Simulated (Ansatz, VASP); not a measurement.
# One calculation of Al, two programs

```xyz
1
Lattice="0.0000 2.0112 2.0112 2.0112 0.0000 2.0112 2.0112 2.0112 0.0000" Properties=species:S:1:pos:R:3 pbc="T T T"
Al    0.0000    0.0000    0.0000
```

Alike in both runs: task single point; functional PBEsol; k mesh 12 × 12 × 12; occupations methfessel-paxton of order 1, width 0.1 eV; no spin polarisation.

|  | VASP | Ansatz |
| --- | --- | --- |
| version | VASP 6.6.1 | Ansatz 0.2.0 |
| potentials or method | VASP PAW PBE potentials, release 64 (Al) | plane waves, PAW |
| plane-wave cutoff (eV) | 520 | 450 |
| valence electrons in the cell | 3 | 3 |

```csv
,VASP,Ansatz,Ansatz less VASP
pressure (GPa),-0.1,-0.2,-0.07
```

Caveats: the PAW data sets were made with another functional, which shifts forces and pressure a little (VASP).
